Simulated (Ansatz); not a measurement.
Wurtzite PbTe (no longer in that coordination), relaxed with r2SCAN. It is hexagonal, P6_3mc (No. 186); conventional cell a = 5.498 Å, c = 6.575 Å, 43.04 Å³ an atom. Around Pb lie 5 Te at 3.17–3.29 Å; around Te lie 5 Pb at 3.17–3.29 Å.

```xyz
4
Lattice="5.4984 0.0000 0.0000 -2.7492 4.7618 0.0000 0.0000 0.0000 6.5754" Properties=species:S:1:pos:R:3 pbc="T T T"
Pb    0.0000    3.1745   -0.4079
Pb    2.7492    1.5873    2.8797
Te    0.0000    3.1745    2.8737
Te    2.7492    1.5873    6.1614
```

3 runs of Ansatz on this cell differ in the functional (and in the settings that go with it). Levels are in eV from each run's valence top; v1 is the last filled band, c1 the first empty one.

Run A, mean stress -2.2 GPa (compression positive):
```
point     v2     v1    c1    c2
    Γ  -1.33  -1.33  1.26  1.26
    M  -1.75  -0.41  2.26  3.36
    K  -0.37  -0.37  2.18  2.18
    A  -1.18  -1.18  1.77  1.77
    L  -0.60  -0.60  1.19  1.19
    H   0.00   0.00  1.04  1.04
```

Run B, mean stress 0.0 GPa (compression positive):
```
point     v2     v1    c1    c2
    Γ  -1.48  -1.48  1.49  1.49
    M  -1.91  -0.44  2.59  3.70
    K  -0.40  -0.40  2.53  2.53
    A  -1.22  -1.22  1.99  1.99
    L  -0.63  -0.63  1.50  1.50
    H   0.00   0.00  1.38  1.38
```

Run C, mean stress +0.6 GPa (compression positive):
```
point     v2     v1    c1    c2
    Γ  -1.36  -1.36  1.32  1.32
    M  -1.78  -0.41  2.34  3.44
    K  -0.37  -0.37  2.27  2.27
    A  -1.17  -1.17  1.81  1.81
    L  -0.60  -0.60  1.27  1.27
    H   0.00   0.00  1.12  1.12
```

Question: Match the runs to LDA, PBE, r2SCAN.

Answer: A is LDA, B is r2SCAN, C is PBE. In order of the gap: LDA 1.04, PBE 1.12, r2SCAN 1.38 eV. The stress vanishes for r2SCAN, which relaxed the cell.

The cell comes from a prototype generator: it can be a known phase or a hypothetical one. Spin polarisation is off.

Spin-orbit coupling is left out; in compounds of Pb, Bi, Tl or Hg it can lower a gap by up to about 1 eV, split its edges or invert the bands.
